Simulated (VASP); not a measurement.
# BeS (F-43m) in VASP: single point with PBE

Aim: the single point of BeS with PBE.

All numbers are computed with VASP 6.6.1; they aren't measurements. Logs are shortened: lines on timing, memory, paths and dates and some standing lists are left out, and cuts for length are marked.

**1. The structure**

It takes space group F-43m (No. 216, cubic). The conventional cell has a = 4.850 Å, b = 4.850 Å, c = 4.850 Å, α = 90.00°, β = 90.00°, γ = 90.00°. Be (site symmetry -43m) has 4 S at 2.10 Å as nearest neighbours. Around S (site symmetry -43m) lie 4 Be at 2.10 Å.

**2. Single point, PBE**

File INCAR:

```
SYSTEM = BeS
PREC     = Accurate       ! precision mode
ENCUT    = 520            ! plane-wave cutoff, eV
EDIFF    = 1E-6           ! SCF threshold, eV
ISMEAR   = 0              ! smearing method
SIGMA    = 0.1            ! smearing width, eV
LREAL    = .FALSE.        ! projectors in reciprocal space
LASPH    = .TRUE.         ! aspherical terms in the spheres
NELM     = 60             ! most SCF steps
ALGO     = Normal         ! electronic algorithm
ISIF     = 2              ! what is computed and relaxed
LWAVE    = .FALSE.        ! write WAVECAR
LCHARG   = .TRUE.         ! write CHGCAR
GGA      = PE             ! functional
LELF     = .TRUE.         ! ELF
LVHAR    = .TRUE.       
NBANDS   = 11             ! bands
```

File KPOINTS:

```
regular mesh
0
G
  6 6 6
  0 0 0
```

File POSCAR:

```
BeS
1.0
    0.0000000000      2.4250000000      2.4250000000
    2.4250000000      0.0000000000      2.4250000000
    2.4250000000      2.4250000000      0.0000000000
Be S
1 1
Direct
    0.0000000000      0.0000000000      0.0000000000
    0.2500000000      0.2500000000      0.2500000000
```

Potentials or basis: VASP PAW PBE potentials, release 64 (Be, S).

Command:

```sh
$ cat potpaw_PBE.64/Be/POTCAR potpaw_PBE.64/S/POTCAR > POTCAR
$ mpirun -np 1 vasp_std > vasp.out
```

OUTCAR:

```text
SYSTEM = BeS
   PREC = Accurate
   ENCUT = 520
   EDIFF = 1E-6
   ISMEAR = 0
   LREAL = .FALSE.
   LASPH = .TRUE.
   NELM = 60
   ISIF = 2
   GGA = PE

 ion  position               nearest neighbor table
   1  0.000  0.000  0.000-   2 2.10   2 2.10   2 2.10   2 2.10
   2  0.250  0.250  0.250-   1 2.10   1 2.10   1 2.10   1 2.10

  LATTYP: Found a face centered cubic cell.
 ALAT       =     4.8500000000

  Lattice vectors:

 A1 = (   0.0000000000,   2.4250000000,   2.4250000000)
 A2 = (   2.4250000000,   0.0000000000,   2.4250000000)
 A3 = (   2.4250000000,   2.4250000000,   0.0000000000)

Analysis of symmetry for initial positions (statically):
=====================================================================
 Subroutine PRICEL returns:
 Original cell was already a primitive cell.

 Routine SETGRP: Setting up the symmetry group for a
 face centered cubic supercell.

 Subroutine GETGRP returns: Found 24 space group operations
 (whereof 24 operations were pure point group operations)
 out of a pool of 48 trial point group operations.

The static configuration has the point symmetry T_d .

Analysis of symmetry for dynamics (positions and initial velocities):
=====================================================================
 Subroutine PRICEL returns:
 Original cell was already a primitive cell.

 Routine SETGRP: Setting up the symmetry group for a
 face centered cubic supercell.

 Subroutine GETGRP returns: Found 24 space group operations
 (whereof 24 operations were pure point group operations)
 out of a pool of 48 trial point group operations.

The dynamic configuration has the point symmetry T_d .

 Subroutine INISYM returns: Found 24 space group operations
 (whereof 24 operations are pure point group operations),
 and found     1 'primitive' translations

----------------------------------------------------------------------------------------

                                     Primitive cell

  volume of cell :      28.5210

  direct lattice vectors                    reciprocal lattice vectors
     0.000000000  2.425000000  2.425000000    -0.206185567  0.206185567  0.206185567
     2.425000000  0.000000000  2.425000000     0.206185567 -0.206185567  0.206185567
     2.425000000  2.425000000  0.000000000     0.206185567  0.206185567 -0.206185567

  length of vectors
     3.429467889  3.429467889  3.429467889     0.357123878  0.357123878  0.357123878

  position of ions in fractional coordinates (direct lattice)
     0.000000000  0.000000000  0.000000000
     0.250000000  0.250000000  0.250000000

  ion indices of the primitive-cell ions
   primitive index   ion index
                 1           1
                 2           2

----------------------------------------------------------------------------------------

 KPOINTS: regular mesh

Automatic generation of k-mesh.
 Grid dimensions read from file:
 generate k-points for:    6    6    6

 Generating k-lattice:

  Cartesian coordinates                     Fractional coordinates (reciprocal lattice)
    -0.034364261  0.034364261  0.034364261     0.166666667  0.000000000  0.000000000
     0.034364261 -0.034364261  0.034364261     0.000000000  0.166666667  0.000000000
     0.034364261  0.034364261 -0.034364261     0.000000000  0.000000000  0.166666667

  Length of vectors
     0.059520646  0.059520646  0.059520646

  Shift w.r.t. Gamma in fractional coordinates (k-lattice)
     0.000000000  0.000000000  0.000000000

 Subroutine IBZKPT returns following result:
 ===========================================

 Found     16 irreducible k-points:

 Following reciprocal coordinates:
            Coordinates               Weight
  0.000000  0.000000  0.000000      1.000000
  0.166667  0.000000  0.000000      8.000000
  0.333333  0.000000  0.000000      8.000000
  0.500000  0.000000  0.000000      4.000000
  0.166667  0.166667  0.000000      6.000000
  0.333333  0.166667  0.000000     24.000000
[... 8 lines left out ...]
 -0.333333  0.333333  0.166667     24.000000
 -0.333333  0.500000  0.166667     12.000000
   k-points           NKPTS =     16   k-points in BZ     NKDIM =     16   number of bands    NBANDS=     11
   number of dos      NEDOS =    301   number of ions     NIONS =      2
   total plane-waves  NPLWV =  21952
   dimension x,y,z NGX =    28 NGY =   28 NGZ =   28
   dimension x,y,z NGXF=    56 NGYF=   56 NGZF=   56
   ions per type =               1   1
   NGX,Y,Z   is equivalent  to a cutoff of  13.57, 13.57, 13.57 a.u.
   NGXF,Y,Z  is equivalent  to a cutoff of  27.15, 27.15, 27.15 a.u.
 SYSTEM =  BeS
   PREC   = accura    normal or accurate (medium, high low for compatibility)
   ISTART =      0    job   : 0-new  1-cont  2-samecut
   ICHARG =      2    charge: 1-file 2-atom 10-const
   ISPIN  =      1    spin polarized calculation?
   LNONCOLLINEAR =      F non collinear calculations
   LSORBIT =      F    spin-orbit coupling
   LASPH  =      T    aspherical Exc in radial PAW
   ENCUT  =  520.0 eV  38.22 Ry    6.18 a.u.   6.38  6.38  6.38*2*pi/ulx,y,z
   NELM   =     60;   NELMIN=  2; NELMDL= -5     # of ELM steps
   EDIFF  = 0.1E-05   stopping-criterion for ELM
   LREAL  =      F    real-space projection
   EDIFFG = 0.1E-04   stopping-criterion for IOM
   NSW    =      0    number of steps for IOM
   IBRION =     -1    ionic relax: 0-MD 1-quasi-New 2-CG
   NFREE  =      0    steps in history (QN), initial steepest desc. (CG)
   ISIF   =      2    stress and relaxation
   ISYM   =      2    0-nonsym 1-usesym 2-fastsym
   POTIM  = 0.5000    time-step for ionic-motion
   TEBEG  =    0.0;   TEEND  =   0.0 temperature during run
   PSTRESS=    0.0 pullay stress
   NELECT =       8.0000    total number of electrons
   NUPDOWN=      -1.0000    fix difference up-down
   EMIN   =  10.00;   EMAX   =-10.00  energy-range for DOS
   EFERMI =   0.00;   METHOD = LEGACY
   ISMEAR =     0;   SIGMA  =   0.10  broadening in eV -4-tet -1-fermi 0-gaus
   EFERMI_NEDOS =   21; number of points for ismear=-14 and -15
   IALGO  =     38    algorithm
   IMIX   =      4    mixing-type and parameters
     AMIX     =   0.40;   BMIX     =  1.00
     AMIX_MAG =   1.60;   BMIX_MAG =  1.00
  volume/ion in A,a.u.               =      14.26        96.23
  Fermi-wavevector in a.u.,A,eV,Ry     =   1.071642  2.025110 15.625158  1.148417
  Thomas-Fermi vector in A             =   2.207388
   LORBIT       =      0    0 simple, 1 ext, 2 COOP (PROOUT), +10 PAW based schemes
   GGA     = PE    functional components
   LHFCALC =     F    Hartree Fock is set to
   AEXX    =    0.0000 exact exchange contribution
   IVDW    =     0    specifies the selected vdW correction
   LEPSILON=     F    determine dielectric tensor
   LRPA    =     F    only Hartree local field effects (RPA)
 non-spin polarized calculation
 Gauss-broadening in eV      SIGMA  =   0.10
  energy-cutoff  :      520.00
  volume of cell :       28.52
 maximum number of plane-waves:       778
 NGX is ok and might be reduce to    28
   NGX = 13   NGY = 13   NGZ = 13

 number of electron       7.9999999 magnetization

 Free energy of the ion-electron system (eV)
  ---------------------------------------------------
  ext. energy  EPLUGINS =         0.00000000
  ---------------------------------------------------
  free energy    TOTEN  =       -10.00829253 eV

  energy without entropy =      -10.00829253  energy(sigma->0) =      -10.00829253

 E-fermi :   4.6732     XC(G=0):  -9.7300

 val. band max:        4.1767335830   @ k =   0.0000   0.0000   0.0000
 cond. band min:       7.2864843646   @ k =   0.5000   0.5000   0.0000
 fundamental gap:      3.1097507816
 Fermi energy:         4.6731706023

 k-point     1 :       0.0000    0.0000    0.0000
  band No.  band energies     occupation
      1      -9.5162      2.00000
      2       4.1767      2.00000
      3       4.1767      2.00000
      4       4.1767      2.00000
      5       9.8454      0.00000
      6       9.8454      0.00000
      7       9.8454      0.00000
      8      10.0623      0.00000
      9      16.9896      0.00000
     10      16.9896      0.00000
     11      19.0481      0.00000

 k-point     2 :       0.1667    0.0000    0.0000
  band No.  band energies     occupation
      1      -9.2055      2.00000
      2       2.2869      2.00000
      3       3.8504      2.00000
      4       3.8504      2.00000
      5       9.7684      0.00000
      6      10.4111      0.00000
      7      10.4111      0.00000
      8      12.0449      0.00000
      9      16.0709      0.00000
     10      16.0709      0.00000
     11      18.7406      0.00000

 k-point     3 :       0.3333    0.0000    0.0000
  band No.  band energies     occupation
      1      -8.4302      2.00000
      2      -0.3840      2.00000
      3       3.3471      2.00000
      4       3.3471      2.00000
      5       9.6955      0.00000
      6      10.8363      0.00000
      7      10.8363      0.00000
      8      14.5782      0.00000
      9      16.8096      0.00000
     10      16.8096      0.00000
     11      18.4329      0.00000

 k-point     4 :       0.5000    0.0000    0.0000
  band No.  band energies     occupation
      1      -7.9054      2.00000
      2      -1.6115      2.00000
      3       3.1423      2.00000
      4       3.1423      2.00000
      5       9.6552      0.00000
      6      10.7383      0.00000
      7      10.7383      0.00000
      8      15.3846      0.00000
      9      19.1162      0.00000
     10      19.1162      0.00000
     11      19.3682      0.00000
[... 127 lines left out ...]
 k-point    14 :       0.5000    0.3333    0.1667
  band No.  band energies     occupation
      1      -7.8579      2.00000
      2      -0.2085      2.00000
      3       1.1850      2.00000
      4       2.2656      2.00000
      5       9.9397      0.00000
      6      11.2093      0.00000
      7      11.9974      0.00000
      8      14.4771      0.00000
      9      16.8118      0.00000
     10      18.7930      0.00000
     11      20.8617      0.00000

 k-point    15 :      -0.3333    0.3333    0.1667
  band No.  band energies     occupation
      1      -7.4757      2.00000
      2      -0.6881      2.00000
      3       0.7337      2.00000
      4       1.7896      2.00000
      5      10.3575      0.00000
      6      11.2104      0.00000
      7      13.6451      0.00000
      8      14.4520      0.00000
      9      15.4126      0.00000
     10      19.6600      0.00000
     11      20.5411      0.00000

 k-point    16 :      -0.3333    0.5000    0.1667
  band No.  band energies     occupation
      1      -7.3214      2.00000
      2      -0.4233      2.00000
      3       0.7582      2.00000
      4       0.9846      2.00000
      5       9.3257      0.00000
      6      10.8485      0.00000
      7      14.2053      0.00000
      8      14.6669      0.00000
      9      18.6494      0.00000
     10      18.6655      0.00000
     11      21.1843      0.00000

------------------------ aborting loop because EDIFF is reached ----------------------------------------

  FORCE on cell =-STRESS in cart. coord.  units (eV):
  Direction    XX          YY          ZZ          XY          YZ          ZX
  --------------------------------------------------------------------------------------
  -------------------------------------------------------------------------------------
  Total        0.2845743      0.2845743      0.2845743      0.0000000      0.0000000      0.0000000
  in kB       15.9860450     15.9860450     15.9860450      0.0000000      0.0000000      0.0000000
  external PRESSURE =      15.9860450 kB  Pullay stress =       0.0000000 kB

 VOLUME and BASIS-vectors are now :
 -----------------------------------------------------------------------------
  energy-cutoff  :      520.00
  volume of cell :       28.52
      direct lattice vectors                 reciprocal lattice vectors
     0.000000000  2.425000000  2.425000000    -0.206185567  0.206185567  0.206185567
     2.425000000  0.000000000  2.425000000     0.206185567 -0.206185567  0.206185567
     2.425000000  2.425000000  0.000000000     0.206185567  0.206185567 -0.206185567

 POSITION                                       TOTAL-FORCE (eV/Angst)
 -----------------------------------------------------------------------------------
      0.00000      0.00000      0.00000         0.000000     -0.000000      0.000000
      1.21250      1.21250      1.21250        -0.000000      0.000000     -0.000000
 -----------------------------------------------------------------------------------
    total drift:                                0.000000      0.000000      0.000000

  FREE ENERGIE OF THE ION-ELECTRON SYSTEM (eV)
  ---------------------------------------------------
  free  energy   TOTEN  =       -10.0082925261 eV

  energy  without entropy=      -10.0082925261  energy(sigma->0) =      -10.00829253
```

It took 5.7 s on 1 thread of Intel Xeon Platinum 8488C (Sapphire Rapids), shared host; peak memory 0.14 GiB.

Results:

* Free energy: -10.0083 eV
* Pressure: 1.6 GPa
* Band gap on the k mesh: 3.11 eV, indirect (least direct gap 5.67 eV)
